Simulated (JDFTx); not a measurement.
Here is a JDFTx 1.7.0 (patched build) calculation.

The input BN.in:

```
lattice Hexagonal 4.7209893936 12.5396556452
coords-type Lattice
ion N      0.6666666667     0.3333333333     0.2500000000 1
ion N      0.3333333333     0.6666666667     0.7500000000 1
ion B      0.6666666667     0.3333333333     0.7500000000 1
ion B      0.3333333333     0.6666666667     0.2500000000 1

ion-species pseudo/N.upf
ion-species pseudo/B.upf
elec-cutoff 40 320
elec-ex-corr mgga-x-scan mgga-c-scan
kpoint-folding 10 10 3
elec-smearing Fermi 0.0018374661
elec-n-bands 14
electronic-SCF nIterations 100 energyDiffThreshold 1e-09
electronic-minimize nIterations 30 energyDiffThreshold 1e-7
converge-empty-states yes
forces-output-coords Cartesian

dump-name run.$VAR
dump End Ecomponents EigStats BandEigs Kpoints Forces Stress ElecDensity KEdensity
```

Potentials or basis: SG15-PBE-1.2.

Launch:

```bash
$ jdftx -c 1 -i BN.in -o BN.out
```

(1) What does it give for the band gap on the k mesh?

(2) What does it give for the pressure?

## Answers

(1) 4.79 eV, indirect (least direct gap 5.28 eV).

(2) -0.7 GPa.

Caveat: the potentials were made for another functional, which shifts forces and pressure; an odd mesh through Γ misses points on the zone boundary, where band edges often lie.
